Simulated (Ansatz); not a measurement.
System: CaO (rock salt type), 2 atoms in the cell.

```yaml
crystal:
  lattice:
    - [0.00000, 2.41500, 2.41500]
    - [2.41500, 0.00000, 2.41500]
    - [2.41500, 2.41500, 0.00000]
  atoms:
    - { symbol: Ca, position: [0.00000, 0.00000, 0.00000] }
    - { symbol: O, position: [0.50000, 0.50000, 0.50000] }
```
Lattice in Å, positions in fractions of it.

Theory: HSE06, plane waves, all-electron PAW datasets generated for the crystal, point nucleus (Ansatz).

Cutoff 340 eV; exchange singularity: regularized; k-mesh 6×6×6 Γ-centred; Fermi–Dirac smearing of 0.02 eV; no spin polarisation.

(1) How large is the gap on this mesh, is it direct, and where do the band edges lie (fractions of the reciprocal vectors of this cell)?

(2) List the levels near the gap at (0.000, 0.000, 0.000), (0.000, 0.000, 0.167), (0.000, 0.000, 0.333), (0.000, 0.167, 0.333), (0.000, 0.167, -0.333), (0.000, -0.500, -0.500), in eV from the top of the valence band (v1 is the highest filled band, c1 the lowest empty one).

## Answers

(1) 5.31 eV, indirect from (0.000, 0.000, 0.000) to (0.000, -0.500, -0.500); the smallest direct gap is 5.74 eV.

(2) 
```tsv
k	v4	v3	v2	v1	c1	c2
(0.000, 0.000, 0.000)	-16.99	0.00	0.00	0.00	6.11	8.15
(0.000, 0.000, 0.167)	-16.58	-0.87	-0.35	-0.35	7.26	8.06
(0.000, 0.000, 0.333)	-15.94	-2.20	-0.95	-0.95	8.36	9.27
(0.000, 0.167, 0.333)	-16.20	-1.91	-0.73	-0.56	7.07	8.79
(0.000, 0.167, -0.333)	-15.91	-2.31	-1.15	-0.98	8.46	9.19
(0.000, -0.500, -0.500)	-16.74	-1.45	-0.43	-0.43	5.31	10.02
```

A gap read on the mesh is an upper bound of this method's gap, since the mesh can miss a band edge.
